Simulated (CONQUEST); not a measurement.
Sn under changes of volume

One of the cells (33.803 Å³/atom); the others are scaled copies at fixed shape and fractional positions:

```
Sn
1.0
     4.57264    0.00000    0.00000
     0.00000    4.57264    0.00000
     0.00000    0.00000    6.46669
Sn
4
Cartesian
  0.0000 2.2863 1.6167
  2.2863 0.0000 4.8500
  0.0000 0.0000 3.2333
  2.2863 2.2863 0.0000
```

This isn't the form of Sn at room conditions, which is tetragonal (white tin).

| Item | Value |
| --- | --- |
| Program | CONQUEST 1.3 |
| Functional | PBEsol |
| Potentials or basis | PseudoDojo NC PBEsol, DZP, grid of 48 × 48 × 64 points |
| k mesh | 6 × 6 × 4 |
| Occupations | fermi-dirac, width 0.05 eV |
| Spin | no spin polarisation |

```csv
volume (Å³/atom),energy over the lowest point (meV/atom),pressure (GPa)
31.775,45.29,5.1
32.451,26.51,3.8
33.127,13.55,2.5
33.803,5.17,1.5
34.479,?,?
35.155,0.00,-0.3
35.831,2.90,-1.1
```

Problem. What does the run at 34.479 Å³/atom give?

Solution. Energy over the lowest point 0.72 meV/atom; pressure 0.6 GPa.

Worked out: A Birch-Murnaghan fit of order 3 (a polynomial in V^(-2/3)) to the other rows has its minimum at 34.93 Å³/atom with B0 = V·E''(V) = 42 GPa and B' = 5.4. It gives 0.75 meV/atom at 34.479 Å³/atom, against the run's 0.72, and -dE/dV = 0.6 GPa, against 0.6.

Energies are extrapolated to zero smearing.

Caveats: the basis of atomic orbitals isn't converged, which shifts pressures, moduli and gaps; the real-space grid breaks the cell's symmetry a little.
